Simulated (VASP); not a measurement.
# Pt (Fm-3m) in VASP: further runs

Runs on Pt. Level: PBEsol+D4. Tasks: relaxation of cell and atoms, electrostatic potential.

All numbers are computed with VASP 6.6.1; they aren't measurements. Logs are shortened: lines on timing, memory, paths and dates and some standing lists are left out, and cuts for length are marked.

## Step 1: Starting point

The structure is cubic, space group Fm-3m (No. 225). The conventional cell has a = 3.920 Å, b = 3.920 Å, c = 3.920 Å, α = 90.00°, β = 90.00°, γ = 90.00°. Pt (site symmetry m-3m) is surrounded by 12 Pt at 2.77 Å.

The cell was built by a generator and needn't be a form met in nature.

## Step 2: Relaxation of cell and atoms, PBEsol+D4

Input file INCAR:

```
SYSTEM = Pt
PREC     = Accurate       ! precision mode
ENCUT    = 600            ! plane-wave cutoff, eV
EDIFF    = 1E-6           ! SCF threshold, eV
ISMEAR   = 1              ! smearing method
SIGMA    = 0.1            ! smearing width, eV
LREAL    = .FALSE.        ! projectors in reciprocal space
LASPH    = .TRUE.         ! aspherical terms in the spheres
NELM     = 120            ! most SCF steps
ALGO     = Normal         ! electronic algorithm
ISIF     = 3              ! what is computed and relaxed
LWAVE    = .FALSE.        ! write WAVECAR
LCHARG   = .FALSE.        ! write CHGCAR
GGA      = PS             ! functional
IVDW     = 13             ! dispersion correction
IBRION   = 2              ! ionic algorithm
NSW      = 60             ! ionic steps
EDIFFG   = -0.005         ! ionic threshold
```

Input file KPOINTS:

```
regular mesh
0
G
  18 18 18
  0 0 0
```

Input file POSCAR:

```
Pt
1.0
    0.0000000000      1.9600000000      1.9600000000
    1.9600000000      0.0000000000      1.9600000000
    1.9600000000      1.9600000000      0.0000000000
Pt
1
Direct
    0.0000000000      0.0000000000      0.0000000000
```

Potentials or basis: VASP PAW PBE potentials, release 64 (Pt).

Launch:

```
$ cat potpaw_PBE.64/Pt/POTCAR > POTCAR
$ mpirun -np 1 vasp_std > vasp.out
```

OUTCAR:

```text
SYSTEM = Pt
   PREC = Accurate
   ENCUT = 600
   EDIFF = 1E-6
   ISMEAR = 1
   LREAL = .FALSE.
   LASPH = .TRUE.
   NELM = 120
   ISIF = 3
   GGA = PS
   IVDW = 13
   IBRION = 2
   NSW = 60
   EDIFFG = -0.005

 ion  position               nearest neighbor table
   1  0.000  0.000  0.000-

  LATTYP: Found a face centered cubic cell.
 ALAT       =     3.9200000000

  Lattice vectors:

 A1 = (   0.0000000000,   1.9600000000,   1.9600000000)
 A2 = (   1.9600000000,   0.0000000000,   1.9600000000)
 A3 = (   1.9600000000,   1.9600000000,   0.0000000000)

Analysis of symmetry for initial positions (statically):
=====================================================================
 Subroutine PRICEL returns:
 Original cell was already a primitive cell.

 Routine SETGRP: Setting up the symmetry group for a
 face centered cubic supercell.

 Subroutine GETGRP returns: Found 48 space group operations
 (whereof 48 operations were pure point group operations)
 out of a pool of 48 trial point group operations.

The static configuration has the point symmetry O_h .

Analysis of symmetry for dynamics (positions and initial velocities):
=====================================================================
 Subroutine PRICEL returns:
 Original cell was already a primitive cell.

 Routine SETGRP: Setting up the symmetry group for a
 face centered cubic supercell.

 Subroutine GETGRP returns: Found 48 space group operations
 (whereof 48 operations were pure point group operations)
 out of a pool of 48 trial point group operations.

The dynamic configuration has the point symmetry O_h .

 Subroutine INISYM returns: Found 48 space group operations
 (whereof 48 operations are pure point group operations),
 and found     1 'primitive' translations

----------------------------------------------------------------------------------------

                                     Primitive cell

  volume of cell :      15.0591

  direct lattice vectors                    reciprocal lattice vectors
     0.000000000  1.960000000  1.960000000    -0.255102041  0.255102041  0.255102041
     1.960000000  0.000000000  1.960000000     0.255102041 -0.255102041  0.255102041
     1.960000000  1.960000000  0.000000000     0.255102041  0.255102041 -0.255102041

  length of vectors
     2.771858582  2.771858582  2.771858582     0.441849696  0.441849696  0.441849696

  position of ions in fractional coordinates (direct lattice)
     0.000000000  0.000000000  0.000000000

  ion indices of the primitive-cell ions
   primitive index   ion index
                 1           1

----------------------------------------------------------------------------------------

 KPOINTS: regular mesh

Automatic generation of k-mesh.
 Grid dimensions read from file:
 generate k-points for:   18   18   18

 Generating k-lattice:

  Cartesian coordinates                     Fractional coordinates (reciprocal lattice)
    -0.014172336  0.014172336  0.014172336     0.055555556  0.000000000  0.000000000
     0.014172336 -0.014172336  0.014172336     0.000000000  0.055555556  0.000000000
     0.014172336  0.014172336 -0.014172336     0.000000000  0.000000000  0.055555556

  Length of vectors
     0.024547205  0.024547205  0.024547205

  Shift w.r.t. Gamma in fractional coordinates (k-lattice)
     0.000000000  0.000000000  0.000000000

 Subroutine IBZKPT returns following result:
 ===========================================

 Found    195 irreducible k-points:

 Following reciprocal coordinates:
            Coordinates               Weight
  0.000000  0.000000  0.000000      1.000000
  0.055556  0.000000  0.000000      8.000000
  0.111111  0.000000  0.000000      8.000000
  0.166667  0.000000  0.000000      8.000000
  0.222222  0.000000  0.000000      8.000000
  0.277778  0.000000  0.000000      8.000000
[... 16 lines left out ...]
 -0.277778  0.055556  0.000000     24.000000
 -0.222222  0.055556  0.000000     24.000000
 [... further k-points ...]
   k-points           NKPTS =    195   k-points in BZ     NKDIM =    195   number of bands    NBANDS=      9
   number of dos      NEDOS =    301   number of ions     NIONS =      1
   total plane-waves  NPLWV =  13824
   dimension x,y,z NGX =    24 NGY =   24 NGZ =   24
   dimension x,y,z NGXF=    48 NGYF=   48 NGZF=   48
   ions per type =               1
   NGX,Y,Z   is equivalent  to a cutoff of  14.39, 14.39, 14.39 a.u.
   NGXF,Y,Z  is equivalent  to a cutoff of  28.79, 28.79, 28.79 a.u.
 SYSTEM =  Pt
   PREC   = accura    normal or accurate (medium, high low for compatibility)
   ISTART =      0    job   : 0-new  1-cont  2-samecut
   ICHARG =      2    charge: 1-file 2-atom 10-const
   ISPIN  =      1    spin polarized calculation?
   LNONCOLLINEAR =      F non collinear calculations
   LSORBIT =      F    spin-orbit coupling
   LASPH  =      T    aspherical Exc in radial PAW
   ENCUT  =  600.0 eV  44.10 Ry    6.64 a.u.   5.54  5.54  5.54*2*pi/ulx,y,z
   NELM   =    120;   NELMIN=  2; NELMDL= -5     # of ELM steps
   EDIFF  = 0.1E-05   stopping-criterion for ELM
   LREAL  =      F    real-space projection
   EDIFFG = -.5E-02   stopping-criterion for IOM
   NSW    =     60    number of steps for IOM
   IBRION =      2    ionic relax: 0-MD 1-quasi-New 2-CG
   NFREE  =      1    steps in history (QN), initial steepest desc. (CG)
   ISIF   =      3    stress and relaxation
   ISYM   =      2    0-nonsym 1-usesym 2-fastsym
   POTIM  = 0.5000    time-step for ionic-motion
   TEBEG  =    0.0;   TEEND  =   0.0 temperature during run
   PSTRESS=    0.0 pullay stress
   NELECT =      10.0000    total number of electrons
   NUPDOWN=      -1.0000    fix difference up-down
   EMIN   =  10.00;   EMAX   =-10.00  energy-range for DOS
   EFERMI =   0.00;   METHOD = LEGACY
   ISMEAR =     1;   SIGMA  =   0.10  broadening in eV -4-tet -1-fermi 0-gaus
   EFERMI_NEDOS =   21; number of points for ismear=-14 and -15
   IALGO  =     38    algorithm
   IMIX   =      4    mixing-type and parameters
     AMIX     =   0.40;   BMIX     =  1.00
     AMIX_MAG =   1.60;   BMIX_MAG =  1.00
  volume/ion in A,a.u.               =      15.06       101.62
  Fermi-wavevector in a.u.,A,eV,Ry     =   1.428265  2.699029 27.755077  2.039941
  Thomas-Fermi vector in A             =   2.548345
   LORBIT       =      0    0 simple, 1 ext, 2 COOP (PROOUT), +10 PAW based schemes
   GGA     = PS    functional components
   LHFCALC =     F    Hartree Fock is set to
   AEXX    =    0.0000 exact exchange contribution
   IVDW    =    13    specifies the selected vdW correction
   LEPSILON=     F    determine dielectric tensor
   LRPA    =     F    only Hartree local field effects (RPA)
 conjugate gradient relaxation of ions
 non-spin polarized calculation
 Methfessel and Paxton  Order N= 1 SIGMA  =   0.10
  energy-cutoff  :      600.00
  volume of cell :       15.06
 maximum number of plane-waves:       531
 NGX is ok and might be reduce to    24
   NGX = 11   NGY = 11   NGZ = 11

--------------------------------------- Ionic step        1  -------------------------------------------

 number of electron      10.0000000 magnetization

 Free energy of the ion-electron system (eV)
  ---------------------------------------------------
  ext. energy  EPLUGINS =         0.00000000
  ---------------------------------------------------
  free energy    TOTEN  =        -6.96011143 eV

  energy without entropy =       -6.95938434  energy(sigma->0) =       -6.95986907

------------------------ aborting loop because EDIFF is reached ----------------------------------------

  DFT-D4 for vdW energy calculation

  Edisp (eV):   -0.45145

  FORCE on cell =-STRESS in cart. coord.  units (eV):
  Direction    XX          YY          ZZ          XY          YZ          ZX
  --------------------------------------------------------------------------------------
  -------------------------------------------------------------------------------------
  Total      -0.48620    -0.48620    -0.48620    -0.00000     0.00000     0.00000
  in kB     -51.72797   -51.72797   -51.72797    -0.00000     0.00000     0.00000
  external pressure =      -51.73 kB  Pullay stress =        0.00 kB
[... 98 lines left out ...]
  energy  without entropy=       -7.4152748873  energy(sigma->0) =       -7.41572306

--------------------------------------- Ionic step        4  -------------------------------------------

 number of electron       9.9999999 magnetization

 Free energy of the ion-electron system (eV)
  ---------------------------------------------------
  ext. energy  EPLUGINS =         0.00000000
  ---------------------------------------------------
  free energy    TOTEN  =        -6.95722844 eV

  energy without entropy =       -6.95655742  energy(sigma->0) =       -6.95700477

 E-fermi :  11.4728     XC(G=0): -13.7422

 val. band max:       11.4722050419   @ k =  -0.3333   0.3889   0.1111
 cond. band min:      11.4732999916   @ k =   0.3889   0.2222   0.0000
 fundamental gap:      0.0010949497
 Fermi energy:        11.4727702438

 k-point     1 :       0.0000    0.0000    0.0000
  band No.  band energies     occupation
      1       0.9550      2.00000
      2       7.5423      2.00000
      3       7.5423      2.00000
      4       7.5423      2.00000
      5       9.7905      2.00000
      6       9.7905      2.00000
      7      26.0386      0.00000
      8      31.1053      0.00000
      9      31.1053      0.00000
[... 265 lines left out ...]
 k-point    24 :      -0.2222    0.0556    0.0000
  band No.  band energies     occupation
      1       3.0370      2.00000
      2       7.0246      2.00000
      3       7.9477      2.00000
      4       8.0186      2.00000
      5       9.5798      2.00000
      6      10.2869      2.00000
      7      25.2149      0.00000
      8      28.0442      0.00000
      9      32.6989      0.00000

 [... further k-points ...]

------------------------ aborting loop because EDIFF is reached ----------------------------------------

  DFT-D4 for vdW energy calculation

  Edisp (eV):   -0.45869

  FORCE on cell =-STRESS in cart. coord.  units (eV):
  Direction    XX          YY          ZZ          XY          YZ          ZX
  --------------------------------------------------------------------------------------
  -------------------------------------------------------------------------------------
  Total      -0.00010    -0.00010    -0.00010     0.00000     0.00000     0.00000
  in kB      -0.01076    -0.01076    -0.01076     0.00000     0.00000     0.00000
  external pressure =       -0.01 kB  Pullay stress =        0.00 kB
[... 16 lines left out ...]
  FREE ENERGIE OF THE ION-ELECTRON SYSTEM (eV)
  ---------------------------------------------------
  free  energy   TOTEN  =        -7.4159206501 eV

  energy  without entropy=       -7.4152496223  energy(sigma->0) =       -7.41569697

 reached required accuracy - stopping structural energy minimisation
```

Wall time 55 s (1 thread of AMD EPYC 7R13 (Zen 3), shared host); peak memory 0.15 GiB.

What came out:

```yaml
Free_energy: -7.4159 eV
Relaxed_volume: 14.79 Å³/atom
Relaxed_cell: a = 2.756 Å, b = 2.756 Å, c = 2.756 Å, α = 60.00°, β = 60.00°, γ = 60.00°
Space_group_after_relaxing_to_0.05_Å: Fm-3m (No. 225)
Energy_gained_by_relaxing: 4.4 meV/atom
Ionic_steps: 4
Pressure_after_relaxing: 0.0 GPa
Band_gap_on_the_k_mesh: none (metal or under the smearing width)
Dispersion_energy_per_atom: -0.459 eV
```

Step by step:
```tsv
step	energy change (eV)	largest force (eV/Å)	pressure (GPa)	volume (Å³)
1	0.0000	0.0000	-5.17	15.06
2	0.0385	0.0000	18.90	14.02
3	-0.0044	0.0000	-0.11	14.80
4	-0.0044	0.0000	0.00	14.79
```

Final structure:
```
Pt
1.0
     0.00000    1.94845    1.94845
     1.94845    0.00000    1.94845
     1.94845    1.94845    0.00000
Pt
1
Direct
  0.00000 0.00000 0.00000
```

Caveat: the PAW data sets were made with another functional, which shifts forces and pressure a little; pairwise dispersion overbinds metals, which lowers pressure and volume.

(Part 1 of 2 ends here.)
